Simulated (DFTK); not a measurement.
Crystal: KCl (Sylvite).

```
K Cl
1.0
     0.00000    3.14647    3.14647
     3.14647    0.00000    3.14647
     3.14647    3.14647    0.00000
K Cl
1 1
Direct
  0.00000 0.00000 0.00000
  0.50000 0.50000 0.50000
```

Base run:

```yaml
Program: DFTK 0.8.2
Functional: r2SCAN
Potentials_or_basis: in-house norm-conserving set (r2SCAN, scalar relativistic)
Cutoff: 1252 eV
k_mesh: 5 × 5 × 5
Occupations: fermi-dirac, width 0.05 eV
Spin: no spin polarisation
```

Its results: band gap on the k mesh 5.83 eV, direct; pressure 0.0 GPa.

Question: The run is repeated on the same cell with these changes: functional from r2SCAN to TASK; potentials or basis from in-house norm-conserving set (r2SCAN, scalar relativistic) to SG15 1.2 (PBE); cutoff from 1252 eV to 1225 eV. What comes out?

Answer: Band gap on the k mesh 8.49 eV, direct; pressure 6.5 GPa.

Caveats: the program warned that the kinetic-energy density falls under its von Weizsäcker bound, which can give unphysical results (some runs); the potentials were made for another functional, which shifts forces and pressure (some runs).
